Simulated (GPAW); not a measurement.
Entries from a set of simulations; values are calculated unless marked as measured.

### Quasiparticle gap of AlP (F-43m) in GPAW

It takes space group F-43m (No. 216, cubic). Conventional cell: a = 5.451 Å, b = 5.451 Å, c = 5.451 Å, α = 90.00°, β = 90.00°, γ = 90.00°. Al has 4 P at 2.36 Å nearest. P has 4 Al at 2.36 Å nearest. Farther neighbours are not listed.

| Quantity | Value |
| --- | --- |
| method | DFT, PBE, plane waves, PAW (and 1 further level or step) |
| program | GPAW 26.7.0 |
| settings of one run | cutoff 450 eV, GPAW PAW setups 1.2.1 data release, 4×4×4 k-mesh, nbands 373 |
| cost | 4 runs, 44 s in all on 4 MPI ranks of Arm Neoverse V1, shared host (the runs of this entry) |
| notes | The database entry behind the starting cell differs from later determinations by our own check (0.1 to 0.3 % short, probably kX units). The cell and positions come from the Crystallography Open Database and are kept as given unless a step says otherwise. Bands and cutoff are finite, so the gap is not at the basis limit. The miss can reach some tenths of an eV and take either sign; the mesh is an error of its own. The 4×4×4 mesh is coarse for this cell, which bears on the long-range parts of exchange and screening. |
| PBE gap | 1.57 eV, indirect |
| G0W0 gap on the mesh | 2.34 eV |
| GW settings | 4×4×4 mesh, 168 bands, screening to 150 eV, Godby-Needs plasmon pole |
| known limits | not at the basis limit; coarse k mesh |

G0W0 moves the gap on the mesh from 1.57 eV to 2.34 eV (+0.77 eV), with Z of 0.77 and 0.80 at the edges. Only 2 of the mesh's irreducible points were corrected, so a valley elsewhere could overtake.

[Runs of the session that timed out or met a known fault of the program may be left out.]

[Hosts, paths, dates, database ids (printed as entryN), source tags and the programs' standing remarks are cut or masked in the printed files.]
